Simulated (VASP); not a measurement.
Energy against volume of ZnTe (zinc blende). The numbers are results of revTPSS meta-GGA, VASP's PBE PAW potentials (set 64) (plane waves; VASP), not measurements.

| V (Å³/atom) | E (eV/atom) |
|---|---|
| 26.467 | 9.71197 |
| 27.311 | 9.69568 |
| 28.156 | 9.68866 |
| 29.001 | 9.68936 |
| 29.845 | 9.69654 |

**Question.** Fit a third-order Birch-Murnaghan equation of state.

**Answer.** 
* **volume per atom**: 28.49 Å³/atom
* **bulk modulus**: 46.0 GPa
* **pressure derivative of the bulk modulus**: 5.07
* **lattice constant a**: 6.108 Å

Measured: bulk modulus 51.0 GPa (computed value off by -9.8 %), as given by Determination of phase transition pressures of ZnTe under quasihydrostatic conditions, doi 10.1007/BF00998350 (1994); a 6.104 Å (computed value off by +0.1 %), as given by Martin Albrecht et al., Physical review. B, Condensed matter (1997), arXiv:cond-mat/9706128. The calculation is for a static lattice, while the measured bulk modulus, a hold thermal and zero-point effects, which are part of the difference.

The compound is ZnTe in the zinc blende structure. It was relaxed first.
